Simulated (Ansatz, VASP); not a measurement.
Two plane-wave programs on Sn

File INCAR:

```
ALGO = Normal ; EDIFF = 1E-7
ENCUT = 520 ; GGA = PS
ISIF = 2 ; ISMEAR = -1
LASPH = True ; LCHARG = False
LREAL = False ; LWAVE = False
NBANDS = 13 ; NELM = 80
PREC = Accurate ; SIGMA = 0.1
```

KPOINTS

```
k-points
0
Gamma
  13 13 13
```

POSCAR

```
Sn
1.0
    0.0000000000      2.3678312358      2.3678312358
    2.3678312358      0.0000000000      2.3678312358
    2.3678312358      2.3678312358      0.0000000000
Sn
1
Direct
    0.0000000000      0.0000000000      0.0000000000
```

Input for Ansatz:

```yaml
crystal:
  lattice:
    - [0.0, 2.3678312358, 2.3678312358]
    - [2.3678312358, 0.0, 2.3678312358]
    - [2.3678312358, 2.3678312358, 0.0]
  atoms:
    - { symbol: Sn, position: [0.0, 0.0, 0.0] }
hamiltonian:
  xc: pbesol
  pseudopotentials:
    kind: paw
    azcp:
      Sn: "pseudopotentials/Sn.paw.azcp"
basis:
  ecutwfc: 420
  fft_grid_basis: typed
kpoints:
  mp_grid: { grid: [13, 13, 13], shift: [0, 0, 0] }
magnetization:
  spin_polarized: false
scf:
  occupations: { method: fermi_dirac, width: 0.1 }
  lower_state_search: "off"
output:
  stress: true
  write_density: true
  write_potential: true
  elf: true
  volumetric_format: npy
```

Alike in both runs: task single point; functional PBEsol; k mesh 13 × 13 × 13; occupations fermi-dirac, width 0.1 eV; no spin polarisation.

```csv
,VASP,Ansatz
version,VASP 6.6.1,Ansatz 0.2.0
potentials or method,"VASP PAW PBE potentials, release 64 (Sn_d)","plane waves (420 eV) with PAW, scalar-relativistic"
plane-wave cutoff (eV),520,420
valence electrons in the cell,14,14
```

|  | VASP | Ansatz | Ansatz less VASP |
| --- | --- | --- | --- |
| pressure (GPa) | -0.2 | -0.1 | +0.07 |

With one functional, cell and mesh, what is left measures potentials, basis and numerics. Ansatz warned: «pseudo_functional_mismatch».

Caveats: the PAW data sets were made with another functional, which shifts forces and pressure a little (VASP).
